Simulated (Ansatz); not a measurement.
(110) slab of rocksalt PbS, 22.9 Å thick as cut, bare faces

Ansatz, PAW, plane waves, no spin–orbit coupling unless named; atoms relaxed with PBEsol, the curve by HSE06. The curve holds the local part of the PAW potentials, so its shape inside matter depends on the files.

```
S Pb
1.0
     2.95000   -2.95000    0.00000
     0.00000    0.00000    5.90000
   -25.41739  -25.41739    0.00000
S Pb
12 12
Direct
  0.50025 0.99369 0.81625
  0.50021 0.00397 0.58441
  0.50019 0.99745 0.35095
  0.50022 0.00819 0.70010
  0.50021 0.99930 0.46817
  0.50017 0.01146 0.23152
  0.00016 0.50296 0.64930
  0.00024 0.49910 0.41569
  0.00025 0.50053 0.18394
  0.00022 0.48173 0.76872
  0.00018 0.50352 0.53199
  0.00026 0.49261 0.29995
  0.00023 0.99775 0.64678
  0.00028 0.00144 0.41354
  0.00018 0.04189 0.18133
  0.00023 0.97766 0.76561
  0.00026 0.00071 0.52994
  0.00022 0.01128 0.29740
  0.50023 0.45283 0.81901
  0.50028 0.49977 0.58663
  0.50025 0.50269 0.35328
  0.50020 0.48682 0.70279
  0.50033 0.50134 0.47017
  0.50020 0.51722 0.23444
```

Planar mean of the electrostatic potential energy along the normal, from the vacuum level:

(z (Å), v (eV)): (0.00, 0.00), (0.30, 0.00), (0.74, 0.00), (1.04, 0.00), (1.33, 0.00), (1.63, 0.00), (2.07, 0.00), (2.37, 0.00), (2.66, 0.00), (3.11, 0.00), (3.40, -0.01), (3.70, -0.01), (3.99, -0.03), (4.44, -0.10), (4.73, -0.23), (5.03, -0.53), (5.47, -1.89), (5.77, -4.76), (6.06, -8.49), (6.36, -10.60), (6.80, -10.85), (7.10, -9.14), (7.40, -6.44), (7.84, -9.19), (8.14, -10.96), (8.43, -11.15), (8.73, -10.12), (9.17, -5.47), (9.47, -3.24), (9.76, -3.82), (10.06, -6.87), (10.50, -10.75), (10.80, -11.19), (11.09, -10.40), (11.54, -6.09), (11.83, -5.91), (12.13, -9.07), (12.43, -10.94), (12.87, -10.88), (13.17, -8.93), (13.46, -5.58), (13.90, -3.98), (14.20, -6.72), (14.50, -9.86), (14.79, -11.13), (15.24, -10.53), (15.53, -7.90), (15.83, -5.13), (16.27, -8.31), (16.57, -10.69), (16.86, -11.22), (17.16, -10.57), (17.60, -6.33), (17.90, -3.90), (18.19, -4.78), (18.64, -9.53), (18.93, -11.05), (19.23, -11.12), (19.53, -9.81), (19.97, -5.32), (20.27, -6.16), (20.56, -9.43), (21.01, -11.22), (21.30, -10.74), (21.60, -8.51), (21.89, -5.16), (22.34, -4.25), (22.63, -7.21), (22.93, -10.13), (23.37, -11.19), (23.67, -10.30), (23.96, -7.49), (24.26, -5.30), (24.70, -9.22), (25.00, -10.96), (25.30, -11.11), (25.74, -8.63), (26.03, -5.20), (26.33, -3.18), (26.63, -4.02), (27.07, -8.81), (27.37, -10.80), (27.66, -11.17), (27.96, -10.33), (28.40, -6.41), (28.70, -7.50), (28.99, -10.17), (29.44, -10.95), (29.73, -9.87), (30.03, -6.81), (30.32, -3.17), (30.77, -0.83), (31.06, -0.36), (31.36, -0.16), (31.80, -0.04), (32.10, -0.02), (32.40, -0.01), (32.69, 0.00), (33.14, 0.00), (33.43, 0.00), (33.73, 0.00), (34.17, 0.00), (34.47, 0.00), (34.76, 0.00), (35.06, 0.00), (35.50, 0.00), (35.80, 0.00)

Task: How far below the vacuum level do the top filled and the lowest empty level lie, by each functional?

Result: PBEsol: 4.33 and 3.82 eV (gap 0.51 eV, a 6×4×1 mesh); HSE06: 4.83 and 3.35 eV (gap 1.48 eV, a 4×3×1 mesh). Either level can be a surface state and not a band edge of the crystal.
